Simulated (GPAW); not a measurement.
Runs of GPAW 26.7.0 on SnSe. Symmetry: Fm-3m, No. 225, cubic system. Conventional cell: a = 6.020 Å, b = 6.020 Å, c = 6.020 Å, α = 90.00°, β = 90.00°, γ = 90.00°. Around Sn (site symmetry m-3m) lie 6 Se at 3.01 Å. Se (site symmetry m-3m) has 6 Sn at 3.01 Å as nearest neighbours. Measurements of this composition are mostly on another form, of space group No. 62.

| task | level | potentials or basis | spin | cell | k mesh | band path | band points | spin axis theta (degrees) | spin axis phi (degrees) | soc after scf | gap on the mesh (eV) | pressure (GPa) | relaxed volume (Å³/atom) |
| --- | --- | --- | --- | --- | --- | --- | --- | --- | --- | --- | --- | --- | --- |
| band structure | PBEsol | PAW data sets generated in the run's folder for this functional, pw | SOC, no magnetisation | as given | 6 × 6 × 6 | GXWKGLUWLK,UX | 60 | 0 | 0 | second variation | - | (a) | - |
| relaxation of cell and atoms | BLYP+D3(BJ) | PAW data sets generated in the run's folder for this functional, pw | off | relaxed | 8 × 8 × 8 | - | - | - | - | - | 0.41 | 0.0 | 27.12 |
| relaxation of cell and atoms | revPBE+D4 | the program's PAW data sets (release 1.2.1) made for this functional, pw | off | relaxed to 5 GPa | 8 × 8 × 8 | - | - | - | - | - | 0.73 | 4.8 | - |
| band structure | PBEsol | PAW data sets generated in the run's folder for this functional, pw | off | as given | 8 × 8 × 8 | GXWKGLUWLK,UX | 100 | - | - | - | - | -2.1 | - |
| relaxation of cell and atoms | RPBE+D4 | the program's PAW data sets (release 1.2.1) made for this functional, pw | off | relaxed | 8 × 8 × 8 | - | - | - | - | - | 0.71 | -0.1 | (b) |
| relaxation of cell and atoms | revPBE | the program's PAW data sets (release 1.2.1) made for this functional, pw | off | relaxed to 10 GPa | 8 × 8 × 8 | - | - | - | - | - | 0.72 | 9.9 | - |
| band structure | revPBE | the program's PAW data sets (release 1.2.1) made for this functional, pw | off | as given | 8 × 8 × 8 | GXWKGLUWLK,UX | 60 | - | - | - | - | 1.9 | - |
| relaxation of cell and atoms | PBEsol+D3(BJ) | PAW data sets generated in the run's folder for this functional, pw | off | relaxed | 8 × 8 × 8 | - | - | - | - | - | 0.73 | 0.0 | (c) |

Alike in all rows: cutoff (eV) 600; smearing fermi-dirac 0.05 eV.

**Question.** Fill in the values left out.

**Answer.** (a) -2.4; (b) 26.22; (c) 25.23.

Caveats: spin-orbit coupling is left out, which moves the levels of the heavy elements (some runs); later steps reuse the first step's grids (some runs); spin-orbit coupling was added after a scalar SCF, so levels and gaps hold it while energy, forces, pressure and moments don't (some runs); this program's spin-orbit splittings come out too wide for heavy elements (some runs).

A k mesh can miss the band edges, and rows without SOC leave out spin-orbit coupling on Se, Sn.

Runs at the PBE level aren't shown here.
